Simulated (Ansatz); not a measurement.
## Abstraction of H: SiH3(SiH3) + C2H3O2 → SiH3(SiH2) + C2H4O2

Species: SiH3(SiH3) (disilane), singlet; C2H3O2 `[CH2]C(=O)O`, doublet; SiH3(SiH2), doublet; C2H4O2 (acetic acid) `CC(=O)O`, singlet. A radical takes H: the energy is the difference in strength between the Si–H bond broken and the C–H bond made.

Shapes, held fixed at every level: PBE0-D4/def2-TZVP. Flexible molecules stand in one conformer, not always the lowest. Programs: Ansatz 0.2.0. The zero-point and thermal change to 298 K, harmonic and unscaled (PBE0-D4/def2-TZVP), is +11.4 kJ/mol.

Q: Estimate ΔH(298 K) of this reaction.

A: The highest level, CCSD(T)/CBS estimate, gives ΔH(298 K) = -41.2 kJ/mol; the levels span -45.6 to -35.9. The column of differences is taken from that level and isn't an error. No measured value is set beside it here. Spin contamination: C2H3O2 (⟨S²⟩ up to 0.80). Open shells run unrestricted. The CBS estimate extrapolates MP2 from def2-TZVPP and def2-QZVPP and adds CCSD(T) − MP2 in the triple-zeta set, cores frozen.

| level | kind | ΔH(298 K) (kJ/mol) | less CCSD(T)/CBS estimate |
| --- | --- | --- | --- |
| PBE-D4/def2-TZVPP | GGA | -45.6 | -4.4 |
| r2SCAN-D4/def2-TZVPP | meta-GGA | -35.9 | +5.3 |
| r2SCAN0-D4/def2-TZVPP | global hybrid | -36.3 | +4.9 |
| B2PLYP/def2-TZVPP | double hybrid | -38.1 | +3.1 |
| CCSD/def2-SVP | coupled cluster or CI | -43.7 | -2.5 |
| CCSD(T)/def2-TZVPP | coupled cluster or CI | -41.7 | -0.5 |
| CCSD(T)/CBS estimate | coupled cluster or CI | -41.2 | 0.0 |
